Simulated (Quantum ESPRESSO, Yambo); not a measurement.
An input for Yambo 5.3.0 (ZnSe (Stilleite)):

```
HF_and_locXC
gw0
dyson
ppa
em1d
rim_cut
RandQpts= 1000000
RandGvec= 1 RL
EXXRLvcs= 104 Ry
VXCRLvcs= 416 Ry
Chimod= "HARTREE"
% BndsRnXp
 1 | 211 |
%
NGsBlkXp= 15.5 Ry
% LongDrXp
 1 | 1 | 1 |
%
% GbndRnge
 1 | 211 |
%
DysSolver= "n"
ExtendOut
PPAPntXp= 27.21138 eV
% QPkrange
 1 | 8 | 20 | 27 |
%
```

```sh
OMP_NUM_THREADS=1 mpirun -n 4 yambo -F gw1.in -J gw1 -C gw1 > gw1.log
```

The stored states that it reads are on a 4×4×4 mesh. The structure is cubic, space group F-43m (No. 216). The conventional cell has a = 5.668 Å, b = 5.668 Å, c = 5.668 Å, α = 90.00°, β = 90.00°, γ = 90.00°. Zn has 4 Se at 2.45 Å nearest. Nearest to Se lie 4 Zn at 2.45 Å. Farther neighbours and most contacts between anions are not listed.

**Question.** How long will it take on 4 MPI ranks of Arm Neoverse V1, shared host, and how much memory?

It took 22 min; on shared hardware allow 11 min to 44 min. Peak host memory was 2.4 GiB.

The screening grows as filled bands × empty bands × pairs of k points, times the square of the screening basis for the matrix.

[Paths, hosts, dates, memory and timing lines, banners, echoed tables and standing remarks are left out of the program output.]

[Logs are printed without paths, hosts, clocks, repeated set-up lines and the standing remarks that a program may print on its own settings, such as how far it seeks lower states.]

[Runs of the session that timed out or met a known fault of the program may be left out.]

[Hosts, paths, dates, database ids (printed as entryN), source tags and the programs' standing remarks are cut or masked in the printed files.]
